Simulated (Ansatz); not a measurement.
# AlN: the cost of one run

Method: DFT PBE, scalar-relativistic, plane waves, PAW, in Ansatz 0.2.0.

**1. The starting structure**

It takes space group P4/nmm (No. 129, tetragonal). Conventional cell: a = 3.372 Å, b = 3.372 Å, c = 4.289 Å, α = 90.00°, β = 90.00°, γ = 90.00°. Around Al (site symmetry 4mm) lie 4 N at 1.97 Å. N (site symmetry -4m2) is surrounded by 4 Al at 1.97 Å.

As a file:

```
CELL_PARAMETERS angstrom
3.37193 0.00000 0.00000
0.00000 3.37193 0.00000
0.00000 0.00000 4.28897
ATOMIC_POSITIONS crystal
Al 0.00000 0.50000 0.23850
Al 0.50000 0.00000 0.76150
N 0.00000 0.00000 0.00000
N 0.50000 0.50000 0.00000
```

A structure generator made this guess: species swapped into a database cell of SnO (P4/nmm, No. 129), with Al on the Sn sites and N on the O sites. Its size is a rough estimate.

**2. A first look at the guess**

File input.yaml:

```yaml
crystal:
  lattice:
    - [3.37192934, 0.0, 0.0]
    - [0.0, 3.37192934, 0.0]
    - [0.0, 0.0, 4.28896632]
  atoms:
    - { symbol: Al, position: [0.0, 0.5, 0.2385] }
    - { symbol: Al, position: [0.5, 0.0, 0.7615] }
    - { symbol: "N", position: [0.0, 0.0, 0.0] }
    - { symbol: "N", position: [0.5, 0.5, 0.0] }
basis:
  ecutwfc: 420
kpoints:
  mp_grid: { grid: [6, 6, 4] }
hamiltonian:
  xc: pbe
scf:
  occupations: { method: gaussian, width: 0.1 }
  lower_state_search: "off"
output:
  forces: true
  stress: true
  eigenvalues: true
```

Started as:

```console
ansatz run input.yaml --threads 1 --pin off --max-ram 2048MiB --backend cpu --events-out ev --progress --plain --runs-dir out
```

Q: Estimate wall time and peak memory on 1 thread of Arm Neoverse V2, shared host.

About 1 s, with a peak of 0.28 GiB.
